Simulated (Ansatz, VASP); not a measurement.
# In3Ga13O24 (Ga1.6In0.4O3, monoclinic beta-Ga2O3 type): VASP beside Ansatz, part 2 of 2

One calculation is typed for both programs; each brings its own data sets. How far apart do they land? The cell is invented: As first built, before any earlier steps moved the atoms (in the runner's words): 1x2x2 conventional cells of the Ga2O3 type (80 atoms: 48 O, 26 Ga, 6 In); Ga/In share their sites, the best of 600 random draws by like-pair counts in two shells; start lattice of Ga2O3; atoms moved at random by 0.02 A. It may not be a known or stable phase. The structure shown is the end of the Ansatz relaxation below.

VASP 6.6.1 and Ansatz 0.2.0.

So far: Starting point; Ansatz: relaxation, PBEsol.

## Step 3: VASP: single point, PBEsol

Level of this step: PBEsol; plane waves and PAW (O, Ga_d, In_d); invented cell (VASP).

The same cell, functional, mesh and smearing now go to VASP, with its own data sets.

Lines of VASP's logs that name or quote its potential files are left out, and so is its time.

Contents of INCAR:

```
SYSTEM = In3Ga13O24
PREC = Accurate
ENCUT = 520
EDIFF = 1E-06
NELM = 120
ISMEAR = -1
SIGMA = 0.01
LREAL = Auto
ALGO = Normal
GGA = PS
NBANDS = 408
LORBIT = 11
LWAVE = .FALSE.
LCHARG = .FALSE.
ISIF = 2
ISYM = 0
LASPH = .TRUE.
GGA_COMPAT = .FALSE.
EFERMI = MIDGAP
KPAR = 8
```

Contents of POSCAR:

```
In3Ga13O24
1.0
   12.4331070000      0.0059000000     -0.0069830000
    0.0029340000      6.2240390000      0.0006260000
   -2.8281440000     -0.0001790000     11.5264240000
O Ga In
48 26 6
Direct
    0.1654600000      0.9985300000      0.0548600000
    0.3291500000      0.2652800000      0.4472300000
    0.1654400000      0.0020900000      0.2644300000
    0.3244700000      0.2664000000      0.2118000000
    0.4948000000      0.0002900000      0.1254800000
    0.9995300000      0.2705200000      0.3679700000
    0.6717000000      0.2479100000      0.0705200000
    0.8466300000      0.0005200000      0.4451500000
    0.6763800000      0.2512500000      0.2859900000
    0.8293500000      0.0000900000      0.2242000000
    0.9889300000      0.2511000000      0.1198400000
    0.5119100000      0.0011800000      0.3646800000
    0.1734900000      0.0013100000      0.5680400000
    0.3346500000      0.2516700000      0.9460300000
    0.1747100000      0.9981600000      0.7846600000
    0.3234800000      0.2524700000      0.7205100000
    0.4885800000      0.9994200000      0.6187400000
    0.0191100000      0.2498700000      0.8758500000
    0.6689200000      0.2304400000      0.5460200000
    0.8318500000      0.9809300000      0.9500400000
    0.6703500000      0.2329700000      0.7696300000
    0.8319200000      0.9894000000      0.7135700000
    0.9988200000      0.2486300000      0.6278200000
    0.4895300000      0.9908400000      0.8636700000
    0.1592000000      0.5017900000      0.0555800000
    0.3286400000      0.7355200000      0.4468700000
    0.1716000000      0.4996300000      0.2800100000
    0.3256500000      0.7341900000      0.2126400000
    0.4980900000      0.4995600000      0.1271600000
    0.9994200000      0.7288300000      0.3707800000
    0.6708700000      0.7520100000      0.0740100000
    0.8345600000      0.4998800000      0.4487200000
    0.6764400000      0.7490500000      0.2869200000
    0.8263600000      0.5000300000      0.2220700000
    0.9935900000      0.7493200000      0.1286600000
    0.5048200000      0.4992000000      0.3742600000
    0.1616300000      0.4987000000      0.5566400000
    0.3306100000      0.7474900000      0.9469200000
    0.1732600000      0.5018900000      0.7821200000
    0.3228500000      0.7469400000      0.7193700000
    0.4846500000      0.5000400000      0.6262500000
    0.0086100000      0.7518000000      0.8744300000
    0.6653200000      0.7688200000      0.5449800000
    0.8280800000      0.5200300000      0.9482300000
    0.6813300000      0.7648400000      0.7721700000
    0.8398500000      0.5129500000      0.7178900000
    0.0008900000      0.7527400000      0.6260500000
    0.4929900000      0.5065400000      0.8678000000
    0.4098800000      0.2525800000      0.1006800000
    0.1536700000      0.2513600000      0.1514700000
    0.5910800000      0.2508800000      0.3953800000
    0.9069900000      0.9966600000      0.1055900000
    0.6610500000      0.0007700000      0.1682600000
    0.8428400000      0.2539600000      0.3457800000
    0.0969300000      0.9966000000      0.9004000000
    0.4021800000      0.2500300000      0.6032000000
    0.1601400000      0.2519200000      0.6610500000
    0.3358300000      0.9979300000      0.8452900000
    0.9137500000      0.9991400000      0.6015400000
    0.6563000000      0.9986700000      0.6500500000
    0.0943500000      0.4995000000      0.3991000000
    0.4103700000      0.7475400000      0.1000000000
    0.1555100000      0.7490600000      0.1535800000
    0.3385800000      0.4999800000      0.3404600000
    0.5895100000      0.7490700000      0.3941800000
    0.9059300000      0.5042000000      0.1046100000
    0.6612800000      0.4992800000      0.1661700000
    0.8422700000      0.7463700000      0.3459800000
    0.0952000000      0.5046000000      0.8990100000
    0.4021400000      0.7498300000      0.6028800000
    0.1608600000      0.7481900000      0.6597800000
    0.3376600000      0.5013500000      0.8430500000
    0.9182300000      0.5024300000      0.6002800000
    0.8474200000      0.7528400000      0.8391500000
    0.0896400000      0.9994800000      0.4003400000
    0.3411900000      0.0008200000      0.3388600000
    0.5892400000      0.2461900000      0.9019200000
    0.8473300000      0.2487200000      0.8437600000
    0.6024200000      0.7509200000      0.9034700000
    0.6584400000      0.5003100000      0.6481500000
```

Contents of KPOINTS:

```
Points of the shifted mesh
16
Reciprocal
 0.2500000000  0.1250000000  0.2500000000 1
 0.2500000000  0.1250000000  0.7500000000 1
 0.2500000000  0.3750000000  0.2500000000 1
 0.2500000000  0.3750000000  0.7500000000 1
 0.2500000000  0.6250000000  0.2500000000 1
 0.2500000000  0.6250000000  0.7500000000 1
 0.2500000000  0.8750000000  0.2500000000 1
 0.2500000000  0.8750000000  0.7500000000 1
 0.7500000000  0.1250000000  0.2500000000 1
 0.7500000000  0.1250000000  0.7500000000 1
 0.7500000000  0.3750000000  0.2500000000 1
 0.7500000000  0.3750000000  0.7500000000 1
 0.7500000000  0.6250000000  0.2500000000 1
 0.7500000000  0.6250000000  0.7500000000 1
 0.7500000000  0.8750000000  0.2500000000 1
 0.7500000000  0.8750000000  0.7500000000 1
```

PAW data sets: O, Ga_d and In_d (PBE family, release 64).

Launch:

```bash
> mpirun -np 8 vasp_std
```

Numbers of over 12 decimals in the logs are rounded to 6 here.

Log:

```text
[banner, memory and clock lines left out]
running    8 mpi-ranks, on    1 nodes
[...]
|                                                                             |
|           W    W    AA    RRRRR   N    N  II  N    N   GGGG   !!!           |
|           W    W   A  A   R    R  NN   N  II  NN   N  G    G  !!!           |
|           W    W  A    A  R    R  N N  N  II  N N  N  G       !!!           |
|           W WW W  AAAAAA  RRRRR   N  N N  II  N  N N  G  GGG   !            |
|           WW  WW  A    A  R   R   N   NN  II  N   NN  G    G                |
|           W    W  A    A  R    R  N    N  II  N    N   GGGG   !!!           |
|                                                                             |
|     For optimal performance we recommend to set                             |
|       NCORE = 2 up to number-of-cores-per-socket                            |
|     NCORE specifies how many cores store one orbital (NPAR=cpu/NCORE).      |
|     This setting can greatly improve the performance of VASP for DFT.       |
[...]
|                                                                             |
|     You enforced a specific xc type in the INCAR file but a different       |
|     [... a line on the potential file left out ...]
|     I HOPE YOU KNOW WHAT YOU ARE DOING!                                     |
|                                                                             |

 LDA part: xc-table for (Slater+PW92), standard interpolation
 POSCAR, INCAR and KPOINTS ok, starting setup
[...]
entering main loop
       N       E                     dE             d eps       ncg     rms          rms(c)
DAV:   1     0.157004423411E+05    0.15700E+05   -0.24553E+05 13056   0.304E+03
DAV:   2     0.372752029578E+04   -0.11973E+05   -0.11331E+05 13056   0.929E+02
DAV:   3     0.491936107103E+02   -0.36783E+04   -0.34682E+04 15904   0.365E+02
DAV:   4    -0.512611537083E+03   -0.56181E+03   -0.54687E+03 15552   0.148E+02
[...]
DAV:  19    -0.501306219429E+03   -0.30373E-05   -0.48639E-05 19528   0.241E-02    0.108E-02
DAV:  20    -0.501306220019E+03   -0.58966E-06   -0.11764E-05 11664   0.118E-02    0.694E-03
DAV:  21    -0.501306219089E+03    0.93003E-06   -0.87847E-07  8392   0.320E-02
   1 F= -.50130622E+03 E0= -.50130622E+03  d E =0.000000E+00
```

From OUTCAR (step 3):

```text
  FREE ENERGIE OF THE ION-ELECTRON SYSTEM (eV)
  ---------------------------------------------------
  free  energy   TOTEN  =      -501.3062190891 eV

  energy  without entropy=     -501.3062190891  energy(sigma->0) =     -501.30621909

[... 1 further part left out ...]
```

The run ends at a pressure of 0.40 GPa, with forces up to 0.049 eV/Å.

## Step 4: Side by side

Known differences besides the potentials themselves: the cutoff is 420 eV in Ansatz and 520 eV in VASP (PREC = Accurate, projectors in real space); Ansatz makes its cores anew for this functional, VASP keeps those of its PBE data sets. Total energies have different zeros and are not compared.

Both answers:

```
              quantity  Ansatz   VASP  difference
gap on the k mesh (eV)   2.383  2.376      +0.007
```

A gap on the mesh is an upper bound, since the band edges may lie between its points.

## Step 5: Summary of results

| Item | Value |
| --- | --- |
| difference in gap on the k mesh (single point, PBEsol) | 0.0071 eV |

**Reading.** The difference in gap on the k mesh is 0.0071 eV (single point, PBEsol), within the 0.08 eV picked in this series as the mark of a large difference. How closely two codes agree says nothing of how well the functional describes the real material.

[Lines on the potential files, build, host, timing and source positions are cut from VASP's logs without a mark.]

[Logs are printed without paths, hosts, clocks, repeated set-up lines and the standing remarks that a program may print on its own settings, such as how far it seeks lower states.]

[Hosts, paths, dates, database ids (printed as entryN), source tags and the programs' standing remarks are cut or masked in the printed files.]
